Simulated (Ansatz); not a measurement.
Si2Mo:

```
Mo Si
1.0
    -1.60000    1.60000    3.93050
     1.60000   -1.60000    3.93050
     1.60000    1.60000   -3.93050
Mo Si
1 2
Cartesian
  0.0000 0.0000 0.0000
  0.0000 0.0000 5.2433
  0.0000 0.0000 2.6177
```

Base run:

- Program: Ansatz 0.2.0
- Functional: PBEsol
- Potentials or basis: all-electron LAPW, inner shells corrected to Dirac's equation
- Cutoff: 205 eV (chosen from the basis error)
- Basis error allowed: 0.002 eV/atom
- k mesh: 12 × 12 × 12
- Occupations: fermi-dirac, width 0.05 eV
- Spin: no spin polarisation

Its results: pressure -2.7 GPa; largest force 0.326 eV/Å.

Question: The run is repeated on the same cell with these changes: potentials or basis from all-electron LAPW, inner shells corrected to Dirac's equation to all-electron LAPW, scalar-relativistic; hubbard terms from none to Mo d U = 6 eV. What comes out?

Answer: Pressure -3.8 GPa; largest force 0.737 eV/Å.

Caveats: U is the effective U less J, on atomic orbitals that reach past the spheres (some runs); U without spin polarisation on a metal has little footing (some runs); the U is typed as a test and isn't derived for this compound (some runs).
